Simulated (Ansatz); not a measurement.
The geometry is COD entry 1528336, unchecked; take it as a test cell.

A run on O: DFT, PBE, all-electron LAPW, scalar-relativistic (Ansatz 0.2.0). The input:

```yaml
crystal:
  lattice:
    - [2.7015, -1.7145, 0.0]
    - [2.7015, 1.7145, 0.0]
    - [-1.96499, 0.0, 3.74799]
  atoms:
    - { symbol: O, position: [0.064, 0.064, 0.153] }
    - { symbol: O, position: [0.936, 0.936, 0.847] }
kpoints:
  mp_grid: { grid: [10, 10, 7] }
scf:
  occupations: { method: fermi_dirac, width: 0.02 }
hamiltonian:
  xc: pbe
  pseudopotentials:
    kind: all_electron
    lapw: { basis_error: 0.001, muffin_tin_radii: { O: 0.644 } }
output:
  forces: true
  stress: true
  eigenvalues: true
```

Question: Is the run sound, and if not, why?

Answer: No. The input was rejected before any iteration. The typed spheres overlap: twice 0.644 Å exceeds the shortest distance, 1.150 Å; smaller radii, or none typed, cure it. It says:
```
Error: `kind: all_electron` solves this crystal on LAPW (the input types lapw, or this build lists no dataset of some species for it), and no LAPW basis is found for it: the given muffin-tin radii of O and O, or the smallest supported ones, add up to 1.288 Å, and 1.150 Å are free between these atoms; give smaller radii, or leave one out; where each species has a listed dataset, leave lapw and dirac_shells out and run without spin–orbit coupling, or set another kind (and leave the keys of all_electron out)
```
